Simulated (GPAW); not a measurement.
# CdS (Greenockite) (P6_3mc) in GPAW: notebook

The runs below take CdS (Greenockite) through single point, with PBE.

Everything below comes from runs of GPAW 26.7.0. Logs are shortened: lines on timing, memory, paths and dates and some standing lists are left out, and cuts for length are marked. The log counts tension as positive stress, the text compression.

**Measured values to compare with.**

“Isotope dependence of band-gap energy”, 2008, arxiv:0807.2152 quotes, for a bulk crystal of CdS: band gap 2.5809 ± 0.0002 eV.

How close the calculation comes is told below.

**1. The crystal as given**

The structure is hexagonal, space group P6_3mc (No. 186). The conventional cell has a = 4.150 Å, b = 4.150 Å, c = 6.737 Å, α = 90.00°, β = 90.00°, γ = 120.00°. Cd (site symmetry 3m) has 4 S at 2.53 to 2.54 Å as nearest neighbours. S (site symmetry 3m) is surrounded by 4 Cd at 2.53 to 2.54 Å.

**2. Single point, PBE**

File run.py:

```python
from ase.dft.bandgap import bandgap
from ase.io import read, write
from ase.units import GPa
from gpaw import GPAW, PW

atoms = read('POSCAR')

calc = GPAW(mode=PW(450),
            xc='PBE',
            kpts={'size': (6, 6, 3), 'gamma': True},
            occupations={'name': 'fermi-dirac', 'width': 0.01},
            setups={'S': 'v3'},
            nbands=-13,
            convergence={'density': 1e-05, 'energy': 1e-05},
            maxiter=150,
            txt='gpaw.txt')
atoms.calc = calc
energy = atoms.get_potential_energy()
forces = atoms.get_forces()
stress = atoms.get_stress()
calc.write('gs.gpw')
write('result.traj', atoms)
print(f'Energy: {energy:.6f} eV')
print('Forces (eV/A):')
print(forces.round(4))
print('Stress (GPa):', (stress / GPa).round(3))
print('Fermi level:', round(calc.get_fermi_level(), 4), 'eV')
print(f'Gap: {bandgap(calc)[0]:.4f} eV, direct: {bandgap(calc, direct=True)[0]:.4f} eV')
```

File POSCAR:

```
CdS
1.0
    4.1500000000      0.0000000000      0.0000000000
   -2.0750000000      3.5940054257      0.0000000000
    0.0000000000      0.0000000000      6.7370000000
Cd S
2 2
Direct
    0.6666666667      0.3333333333      0.5000000000
    0.3333333333      0.6666666667      0.0000000000
    0.6666666667      0.3333333333      0.8750000000
    0.3333333333      0.6666666667      0.3750000000
```

Potentials or basis: GPAW PAW data sets (gpaw-data 1.2.1), newer versions, pw.

Started as:

```
$ OMP_NUM_THREADS=1 python run.py
```

gpaw.txt:

```text
__  _  _
 | _ |_)|_||  |
 |__||  | ||/\| - 26.7.0

Input parameters:
  mode=PW(ecut=450.00000000000006),
  convergence={'density': 1e-05, 'energy': 1e-05},
  kpts=MonkhorstPack(size=(6, 6, 3), gamma=True),
  maxiter=150,
  nbands=-13,
  occupations=Occupations(name='fermi-dirac', width=0.01),
  setups={'S': 'v3'},
  xc=XC(name='PBE')

Diagonalizing LCAO Hamiltonian
Converting LCAO to pw mode

            S

            Cd
        S

        Cd

Atoms  # Å, Bohr magnetons
|   | symbol |         x |        y |        z |    initial magnetic moments |
|---|--------|-----------|----------|----------|-----------------------------|
| 0 |     Cd |  2.075000 | 1.198002 | 3.368500 | ( 0.0000,  0.0000,  0.0000) |
| 1 |     Cd | -0.000000 | 2.396004 | 0.000000 | ( 0.0000,  0.0000,  0.0000) |
| 2 |      S |  2.075000 | 1.198002 | 5.894875 | ( 0.0000,  0.0000,  0.0000) |
| 3 |      S | -0.000000 | 2.396004 | 2.526375 | ( 0.0000,  0.0000,  0.0000) |

Unit cell  # Å
| periodic |         x |        y |        z |  lengths |     angles |
|----------|-----------|----------|----------|----------|------------|
|      yes |  4.150000 | 0.000000 | 0.000000 | 4.150000 |  90.000000 |
|      yes | -2.075000 | 3.594005 | 0.000000 | 4.150000 |  90.000000 |
|      yes |  0.000000 | 0.000000 | 6.737000 | 6.737000 | 120.000000 |

Number of symmetries: 6
Symmetry operations  # r_c * U_cc + t_c -> r_c
|   | kind |            matrix            |
|---|------|------------------------------|
| 0 |  σ   |  1, 1, 0,  0,-1, 0,  0, 0, 1 |
| 1 |  E   |  1, 0, 0,  0, 1, 0,  0, 0, 1 |
| 2 |  C3  |  0, 1, 0, -1,-1, 0,  0, 0, 1 |
| 3 |  σ   |  0,-1, 0, -1, 0, 0,  0, 0, 1 |
| 4 |  σ   | -1, 0, 0,  1, 1, 0,  0, 0, 1 |
| 5 |  C3  | -1,-1, 0,  1, 0, 0,  0, 0, 1 |

BZ-sampling:
  Number of BZ points: 108
  Number of IBZ points: 17

  Monkhorst-Pack size: [6, 6, 3]
  Monkhorst-Pack shift: [0.08333333333333333, 0.08333333333333333, 0.0]

K-points  # in reciprocal-cell coordinates
|     |                                coordinates |     weight |
|-----|--------------------------------------------|------------|
|   0 | (  0.00000000,   0.00000000,   0.00000000) | 0.00925926 |
|   1 | (  0.00000000,   0.00000000,   0.33333333) | 0.01851852 |
|   2 | (  0.16666667,   0.00000000,  -0.33333333) | 0.05555556 |
|   3 | (  0.16666667,   0.00000000,   0.00000000) | 0.05555556 |
|   4 | (  0.16666667,   0.00000000,   0.33333333) | 0.05555556 |
|   5 | (  0.33333333,  -0.16666667,   0.00000000) | 0.05555556 |
|   6 | (  0.33333333,  -0.16666667,   0.33333333) | 0.11111111 |
|   7 | (  0.33333333,   0.00000000,  -0.33333333) | 0.05555556 |
|   8 | (  0.33333333,   0.00000000,   0.00000000) | 0.05555556 |
|   9 | (  0.33333333,   0.00000000,   0.33333333) | 0.05555556 |
| ... |                                            |            |
|  16 | (  0.50000000,   0.50000000,   0.33333333) | 0.05555556 |

Plane wave coefficients: 2190
Cutoff: 450.00000000000006 eV

Spin-components: 1 (collinear spins)
Bands:           31
Projectors:      22
Spin-degeneracy: 2
Datatype:        complex128

Density:
  Valence electrons: 36.0
  Components: 1
  Grid points: [21 21 35]
  Charge: 0.0  # |e|

Potential:
  Grid points: [21 21 35]

species:
  Cd:
    name:    Cadmium
    Z:       48.0
    valence: 12
    core:    36
    charge:  0.0  # [|e|]
    compensation charges:
      type: gauss
      rc: 0.38  # [Å]
      lmax: 2
    cutoffs:
      filter: 2.12  # [Å]
      core: 2.62  # [Å]
    projectors
    | kind |    occ | energy [eV] | rcut [Å] |
    |------|--------|-------------|----------|
    |   5s |  2.000 |      -5.655 |    1.191 |
    |   5p |  0.000 |      -1.186 |    1.228 |
    |   4d | 10.000 |     -11.739 |    1.164 |
    |    s |        |      21.556 |    1.191 |
    |    p |        |      26.026 |    1.228 |
    |    d |        |      15.473 |    1.164 |

    Using partial waves for Cd as LCAO basis

  S:
    name:    Sulfur
    Z:       16.0
    valence: 6
    core:    10
    charge:  0.0  # [|e|]
    compensation charges:
      type: gauss
      rc: 0.26  # [Å]
      lmax: 2
    cutoffs:
      filter: 2.13  # [Å]
      core: 1.67  # [Å]
    projectors
    | kind |    occ | energy [eV] | rcut [Å] |
    |------|--------|-------------|----------|
    |   3s |  2.000 |     -17.256 |    1.217 |
    |   3p |  4.000 |      -7.009 |    0.953 |
    |    s |        |       9.955 |    1.217 |
    |    p |        |      20.203 |    0.953 |
    |    d |        |       0.000 |    0.847 |

    Using partial waves for S as LCAO basis

Reference energy: -326063.279002  # eV

eigensolver:
  PPCG
  Converge bands: occupied
  niter=2

density mixing:
  MSR1-Mixer
  Pratt-step length: 0.05
  Maximum mixing coefficient: 0.75
  Old densities: 10
  SVD Regularization: 0.005
  Good broyden scale: 1.0
  Trust region scale: 1.0
  Backstep threshold: 4.0
  History deletion threshold: 6.0
  Fourier metric: weight=20.0, sigma=0.015

occupation numbers:
  Fermi-Dirac:
    width: 0.0100  # eV

poisson solver:
  ecut: 3600.0000000000005  # eV

xc functional:
  name: PBE with 2 nearest neighbor stencil

convergence criteria:
- Maximum integral of absolute [dens]ity change: 1e-05 electrons / valence electron
- Maximum [total energy] change in last 3 cyles: 1e-05 eV / valence electron
- Maximum integral of absolute [eigenst]ate change: 4e-08 eV^2 / valence electron
maximum number of iterations: 150

SCF iterations
|iter     | |      energy | eigst |  dens |
|---------|-|-------------|-------|-------|
|iter:   1| |  -13.579085 | -0.50 |       |
|iter:   2| |  -13.355701 | -1.96 | -1.12 |
|iter:   3| |  -12.560110 | -1.36 | -1.16 |
|iter:   4| |  -12.556373 | -3.18 | -1.72 |
|iter:   5| |  -12.555533 | -3.66 | -2.15 |
|iter:   6| |  -12.555608 | -4.98 | -2.92 |
|iter:   7| |  -12.555619c| -6.18 | -3.51 |
|iter:   8| |  -12.555619c| -7.21 | -4.32 |
|iter:   9| |  -12.555619c| -7.64c| -4.72 |
|iter:  10| |  -12.555619c| -7.96c| -5.23c|

Converged in 10 steps
Energy contributions relative to reference atoms: (reference = -326063.279002)

Energy contributions:
  Kinetic:          37.485879
  Coulomb:         -33.768223
  Zero:              0.167840
  External:          0.000000
  Xc:              -16.441114
  Entropy:          -0.000000
  Spinorbit:         0.000000
  ----------------------------
  Free energy:     -12.555619
  Extrapolated:    -12.555619

dipole moment: (-0.000011, -0.000015, -18.972736)  # |e|*Ang

Fermi level: 3.628
Eigenvalues  # (at kpt = [0.000, 0.000, 0.000])
| band index |      eig [eV] | occ [0-2] |
|------------|---------------|-----------|
|          0 |        -8.872 |     2.000 |
|        ... |               |           |
|         10 |        -3.682 |     2.000 |
|         11 |        -3.347 |     2.000 |
|         12 |        -0.911 |     2.000 |
|         13 |         2.671 |     2.000 |
|         14 |         2.671 |     2.000 |
|         15 |         3.392 |     2.000 |
|         16 |         3.436 |     2.000 |
|         17 |         3.436 |     2.000 |
|         18 |         4.615 |     0.000 |
|         19 |         6.210 |     0.000 |
|         20 |         9.861 |     0.000 |
|         21 |         9.861 |     0.000 |
|         22 |        10.188 |     0.000 |
|         23 |        10.966 |     0.000 |
|         24 |        10.966 |     0.000 |
|         25 |        11.102 |     0.000 |
|        ... |               |           |
|         30 |        14.956 |     0.000 |

Gap: 1.179 eV
Transition (v -> c):
  (s=0, k=0, n=17, [0.00, 0.00, 0.00]) -> (s=0, k=0, n=18, [0.00, 0.00, 0.00])
No difference between direct/indirect transitions

Forces  # eV/Ang
|        x |       y |        z |
|----------|---------|----------|
| -0.00000 | 0.00000 | -0.06665 |  # Cd   0
|  0.00000 | 0.00000 | -0.06691 |  # Cd   1
| -0.00000 | 0.00000 |  0.06666 |  # S    2
|  0.00000 | 0.00000 |  0.06686 |  # S    3

Stress tensor  # eV/Ang^3
|         x |         y |         z |
|-----------|-----------|-----------|
| -0.005265 |  0.000000 | -0.000000 |
| -0.000000 | -0.005265 |  0.000000 |
| -0.000000 |  0.000000 | -0.009249 |

# Writing to gs.gpw (mode='')
```

Wall time 27 s (1 thread of Arm Neoverse V1, shared host); peak memory 0.17 GiB.

What came out:

```yaml
Free_energy: -12.5556 eV
Pressure: 1.1 GPa
Largest_force: 0.067 eV/Å
Band_gap_on_the_k_mesh: 1.18 eV, direct
```

Forces in eV/Å, atoms in the order of the input:
```
Cd   0.000  0.000 -0.067
Cd   0.000  0.000 -0.067
S    0.000  0.000  0.067
S    0.000  0.000  0.067
```

Stress tensor (GPa, compression positive):
```
0.84 0.00 0.00
0.00 0.84 0.00
0.00 0.00 1.48
```

Caveat: the cutoff is short for stress and forces, so pressures can be off by a GPa or more.

**3. Single point, PBE (atoms moved at random, drawn with an rms of 0.02 Å)**

run.py, as its differences from that of step 2:

```diff
@@ -1,13 +1,24 @@
+from ase import Atoms
 from ase.dft.bandgap import bandgap
-from ase.io import read, write
+from ase.io import write
 from ase.units import GPa
-from gpaw import GPAW, PW
+from gpaw import GPAW, PW, setup_paths
 
-atoms = read('POSCAR')
+setup_paths.insert(0, '.')
 
-calc = GPAW(mode=PW(450),
+atoms = Atoms(['Cd', 'Cd', 'S', 'S'],
+              cell=[[4.15, 0.0, 0.0],
+                    [-2.075, 3.5940054257, 0.0],
+                    [0.0, 0.0, 6.737]],
+              scaled_positions=[[0.666368, 0.329365, 0.499217],
+                                [0.341525, 0.676071, 0.003343],
+                                [0.665706, 0.333728, 0.875572],
+                                [0.335952, 0.668802, 0.375943]],
+              pbc=True)
+
+calc = GPAW(mode=PW(800),
             xc='PBE',
-            kpts={'size': (6, 6, 3), 'gamma': True},
+            kpts={'size': (5, 5, 3), 'gamma': True},
             occupations={'name': 'fermi-dirac', 'width': 0.01},
-            setups={'S': 'v3'},
+            setups='sg15',
             nbands=-13,
```

Potentials or basis: SG15 ONCV 1.2, pw.

Started as:

```
$ OMP_NUM_THREADS=1 python run.py
```

Run time: 2.5 min. Hardware: 1 thread of Arm Neoverse V1, shared host; peak memory 0.34 GiB.

It converged, with:

| Quantity | Value |
| --- | --- |
| Free energy | -9018.3026 eV |
| Pressure | 2.3 GPa |
| Largest force | 0.263 eV/Å |
| Band gap on the k mesh | 1.19 eV, direct |

Forces on the atoms (eV/Å):
```
Cd  -0.004  0.111  0.033
Cd  -0.082 -0.156 -0.196
S    0.089  0.163  0.050
S   -0.003 -0.119  0.112
```

Stress tensor (GPa, compression positive):
```
 1.59 -0.17 -0.11
-0.17  2.56 -0.07
-0.11 -0.07  2.79
```

Levels at points of the mesh, in eV from the valence-band top:
```tsv
k point	band 22	band 23	band 24	band 25	band 26	band 27	band 28	band 29	band 30	band 31
(0.00, 0.00, 0.00)	-0.80	-0.73	-0.05	-0.01	0.00	1.19	2.80	6.46	6.53	6.83
```

**4. How close it comes**

Step 2. A measured gap of CdS is 2.5809 eV (quoted in “Isotope dependence of band-gap energy”, 2008, arxiv:0807.2152); the calculated 1.18 eV misses it by -1.40 eV. So large a miss can be the level of theory's own, or it may mean another phase, state or a wrong row. Spin-orbit coupling on Cd is left out. The value is that of PBE, without temperature or zero-point motion. Semilocal functionals fall short of measured gaps as a rule.
